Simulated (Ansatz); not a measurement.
PbI2: quadrupole couplings from first principles

```
Pb I
1.0
     4.55500    0.00000    0.00000
    -2.27750    3.94475    0.00000
     0.00000    0.00000    6.97700
Pb I
1 2
Direct
  0.00000 0.00000 0.00000
  0.33333 0.66667 0.26500
  0.66667 0.33333 0.73500
```

Atoms are numbered in the order listed.

The cell is COD entry 9009114, as deposited and not checked against the literature; nothing was relaxed.

Methods: DFT, PBEsol, all-electron PAW with datasets made for the crystal, scalar-relativistic (Ansatz 0.2.0); DFT, PBEsol, PAW with Ansatz's default frozen-core files, scalar-relativistic (Ansatz 0.2.0).

For the crystal-made all-electron datasets (AE datasets): a Γ-centred 8×8×5 k mesh, Fermi–Dirac smearing of 0.02 eV, cutoff 240 eV (chosen by the program for this cell), no spin polarisation. PAW takes a cutoff of 420 eV at this cell (files made with PBE, cores remade for this functional). The Ansatz runs share mesh, smearing and spin set-up.

No spin–orbit coupling: at heavy atoms the gradients can be off by tens of per cent for that reason.

Vzz is the principal value of largest size of the traceless field-gradient tensor, in 10²¹ V/m², and η = (Vxx − Vyy)/Vzz with |Vzz| ≥ |Vyy| ≥ |Vxx|.

Question: Give the field gradient at each independent site.

Answer: 
```tsv
site	site symmetry	Vzz (η), AE datasets	Vzz (η), PAW
Pb1	-3m.	1.75 (η = 0.00)	1.69 (η = 0.00)
I2	3m.	0.58 (η = 0.00)	0.56 (η = 0.00)
```

Question: Taking Q(I-127) = -0.696 b, what quadrupole coupling constant follows at I2 from AE datasets?

Answer: Cq = eQVzz/h = 24.180 MHz × -0.696 × (0.58) = -9.76 MHz.
